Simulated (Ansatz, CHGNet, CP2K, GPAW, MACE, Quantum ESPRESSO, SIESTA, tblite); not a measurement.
# LaSb (Fm-3m) (64 atoms): other programs against plane waves

One geometry of LaSb (Fm-3m) (64 atoms) is solved by several programs and methods. How far do their forces lie from a plane-wave PBE run?

Results are calculated, not measured.

## Step 1: The cell

The cell holds 64 atoms (32 La and 32 Sb), with edges of 12.98, 12.98 and 12.98 Å. Recipe: LaSb, space group Fm-3m, structure from the Crystallography Open Database, 2 x 2 x 2 conventional cells; every coordinate displaced by a Gaussian of 0.06 Å. Then every atom was moved at random, 0.05 Å r.m.s. a Cartesian component. The density is 6.33 g/cm³.

## Step 2: The reference input

Quantum ESPRESSO 7.5: Kohn-Sham DFT, PBE, SSSP efficiency 1.3.0 pseudopotentials, plane waves. Its input, pw.in:

```
&control
  calculation = 'scf'
  pseudo_dir = './pseudo'
  outdir = './tmp'
  disk_io = 'none'
  tprnfor = .true.
  tstress = .true.
/
&system
  ibrav = 0
  nat = 64
  ntyp = 2
  ecutwfc = 60
  ecutrho = 480
  nosym = .true.
  occupations = 'smearing'
  smearing = 'fd'
  degauss = 0.003675
/
&electrons
  conv_thr = 3.2e-07
  electron_maxstep = 100
  mixing_beta = 0.2
  mixing_mode = 'local-TF'
  diagonalization = 'david'
/
ATOMIC_SPECIES
La 138.905 La.upf
Sb 121.760 Sb.upf
CELL_PARAMETERS angstrom
12.98000 0.00000 0.00000
0.00000 12.98000 0.00000
0.00000 0.00000 12.98000
ATOMIC_POSITIONS crystal
La 0.00869 0.99973 0.00027
La 0.99906 0.24522 0.24937
La 0.25491 0.99556 0.25498
La 0.25802 0.25019 0.00599
[... 58 atom lines left out ...]
Sb 0.48433 0.50528 0.74858
Sb 0.75757 0.75031 0.75086
K_POINTS gamma
```

```console
$ OMP_NUM_THREADS=1 mpirun -np 4 pw.x -in pw.in > output.txt
```

Elapsed: 23 min, on 4 MPI ranks of Arm Neoverse V1, shared host; peak memory 15 GiB; 1.6 h of CPU time.

It converged with an r.m.s. force component of 0.45 eV/Å and a pressure of 2.3 GPa.

## Step 3: What was run beside it

- CHGNet: machine-learned potential, published weights.
- CP2K 2026.2: Gaussian basis with GTH pseudopotentials and a plane-wave density; labels give functional, basis (MOLOPT sets; SR short-range, UZH the newer set with its own potentials), grid cutoff/relative cutoff and solver (OT: orbital transformation; TRS4, TC2, SIGN: linear-scaling purification with its sparsity filter), or its built-in tight binding.
- GPAW 26.7.0: PAW with atomic orbitals (LCAO), plane waves or a real-space grid of spacing h.
- MACE: machine-learned potential, published weights.
- SIESTA 5.4.2: numerical atomic orbitals, whose automatically made sets are far from complete, with PseudoDojo norm-conserving potentials that we converted to its format (checked against plane waves on the same files for H, C, O, Si, Ge and Ca alone); labels give functional, basis size, energy shift and mesh cutoff.
- tblite 0.8.0: extended tight binding, driven from Python.

All use the same cell and atoms, and the electronic-structure runs the same k-mesh.

## Step 4: Side by side

Differences are against the reference: forces as r.m.s. over components, share as that over the reference's r.m.s. force, slope as the fitted ratio of a run's forces to the reference's.

```csv
run,"Δ force, r.m.s. (meV/Å)",share (%),slope,Δ pressure (GPa),cores,CPU time,memory (GiB)
reference,-,-,-,-,4,1.6 h,15
CHGNet 0.3.0 potential,226,50.8,0.508,-1.12,1,4 s,0.5
CHGNet r2SCAN potential,271,61.0,0.408,-0.172,1,3.4 s,0.5
"CP2K PBE+D3, DZVP-MOLOPT-SR, 600/60 Ry, diagonalisation",27.0,6.07,1.010,-0.810,2,13 min,6.1
"CP2K PBE, DZVP-MOLOPT (SR for La, Sb), 600/60 Ry, diagonalisation",23.3,5.25,1.019,0.440,4,13 min,9.7
"CP2K PBE, DZVP-MOLOPT-SR, 300/60 Ry, diagonalisation (coarse)",23.3,5.25,1.019,0.440,2,12 min,2.8
"CP2K PBE, DZVP-MOLOPT-SR, 420/60 Ry, diagonalisation (coarse)",23.3,5.25,1.019,0.440,2,14 min,4.0
"CP2K PBE, DZVP-MOLOPT-SR, 600/20 Ry, diagonalisation (coarse)",46.2,10.4,0.997,0.451,2,8.6 min,6.1
"CP2K PBE, DZVP-MOLOPT-SR, 600/60 Ry, diagonalisation",23.3,5.25,1.019,0.440,2,13 min,6.1
"CP2K PBE, TZVP-MOLOPT (SR for La, Sb), 600/60 Ry, diagonalisation",22.5,5.06,1.016,0.464,4,16 min,11
"CP2K PBEsol, PBE potentials, DZVP-MOLOPT-SR, 600/60 Ry, diagonalisation",31.6,7.11,0.994,-1.20,2,13 min,6.1
"GPAW PBE, plane waves 550 eV",3.53,0.793,0.993,-0.141,4,42 min,4.0
MACE MPA-0 medium potential,120,27.0,1.123,0.0157,1,8 s,0.71
"SIESTA PBE, DZ, shift 0.01 Ry, mesh 300 Ry (coarse)",231,52.0,0.636,-2.09,1,4.1 min,1.3
"SIESTA PBE, DZP, shift 0.01 Ry, mesh 200 Ry",46.5,10.5,1.006,0.477,2,5.1 min,1.5
"SIESTA PBE, DZP, shift 0.01 Ry, mesh 300 Ry",46.5,10.5,1.006,0.447,2,8.1 min,2.1
tblite GFN1-xTB,438,98.4,0.061,-17.7,1,9 s,0.14
```

Rows marked coarse were listed beforehand as settings not expected to be converged; some can still land near the reference.

Times of the machine-learned potentials are mostly Python's start and the loading of weights.

Runs without a result: CP2K GFN1-xTB, diagonalisation (not converged); GPAW PBE, LCAO dzp, h 0.2 Å (cut off at its time limit); SIESTA PBE, SZ, shift 0.01 Ry, mesh 300 Ry (cut off at its time limit); SIESTA PBE, DZP, shift 0.002 Ry, mesh 300 Ry (cut off at its time limit); GPAW PBE, LCAO sz(dzp), h 0.2 Å (stopped at the start); GPAW PBE, LCAO szp(dzp), h 0.2 Å (stopped at the start).

CPU time is summed over cores on shared hosts, so it is rough.

## Step 5: What came out

Forces lie from 0.79 % (GPAW PBE, plane waves 550 eV) to 98 % (tblite GFN1-xTB) of the reference's r.m.s. force of 0.45 eV/Å away from it. Other PBE runs on plane waves or a grid: GPAW PBE, plane waves 550 eV 0.79 % of the r.m.s. force; the reference has errors of its own, so differences under a few per cent don't tell which side is nearer the exact PBE result. The PBE runs in local orbitals, coarse settings apart, differ by 5.1 % (CP2K PBE, TZVP-MOLOPT (SR for La, Sb), 600/60 Ry, diagonalisation) to 10 % (SIESTA PBE, DZP, shift 0.01 Ry, mesh 300 Ry); basis, grid and potentials can all enter. Tight binding differs by 98 % (tblite GFN1-xTB); it is another model, with fitted parameters of its own, and the xTB methods hold dispersion.

Machine-learned potentials differ by 27 % (MACE MPA-0 medium potential) to 61 % (CHGNet r2SCAN potential); they were trained on other programs' data, some at another functional. Among those trained on PBE data the slope goes as low as 0.51. Rows with another functional or a dispersion term differ by 6.1 % (CP2K PBE+D3, DZVP-MOLOPT-SR, 600/60 Ry, diagonalisation) to 7.1 % (CP2K PBEsol, PBE potentials, DZVP-MOLOPT-SR, 600/60 Ry, diagonalisation), which mixes the change of model with differences of basis and potentials, some of them made for another functional. Runs with settings chosen to be coarse differ by 5.2 % (CP2K PBE, DZVP-MOLOPT-SR, 420/60 Ry, diagonalisation) to 52 % (SIESTA PBE, DZ, shift 0.01 Ry, mesh 300 Ry), their programs' other errors included. From CP2K PBE, DZVP-MOLOPT-SR, 300/60 Ry, diagonalisation to the finer CP2K PBE, DZVP-MOLOPT-SR, 600/60 Ry, diagonalisation the share goes from 5.25 to 5.25 %, so the grid isn't what parts these runs from the reference. From SIESTA PBE, DZP, shift 0.01 Ry, mesh 200 Ry to the finer SIESTA PBE, DZP, shift 0.01 Ry, mesh 300 Ry the share goes from 10.5 to 10.5 %, so the grid isn't what parts these runs from the reference. Pressures at PBE, coarse settings apart, lie -0.14 to +0.48 GPa from the reference's.

**Limits.** Periodic xTB results under one method name differ between programs and library versions. The potentials hold different valence shells: 832 electrons in the reference, 512 in CP2K with TZVP-MOLOPT; this bears on time and differences. The reference's pressure holds the uncorrected Pulay stress of its 60 Ry basis, so small pressure differences may be the reference's own error. Machine-learned potentials mimic data converged in k, so the reference's own k-point error enters their differences. The electronic-structure runs sample only Γ, in a cell whose shortest periodic width is 13 Å. Spin–orbit coupling is left out, which matters for the levels of the heavy elements. The reference's pressure of 2.3 GPa reflects the volume that the recipe set, positions that aren't this level's minimum and the coarse k-sampling. Where levels are smeared, the DFT runs use Fermi–Dirac occupations at 580 K (0.05 eV), and energies are free energies. The atoms were displaced at random, and shares hang on the size of the forces that this gives. The reference's cutoffs and mesh weren't converged further here.

[Logs are printed without paths, hosts, clocks, repeated set-up lines and the standing remarks that a program may print on its own settings, such as how far it seeks lower states.]

[Hosts, paths, dates, database ids (printed as entryN), source tags and the programs' standing remarks are cut or masked in the printed files.]

[Cells were taken only where this reference lay near another plane-wave run.]
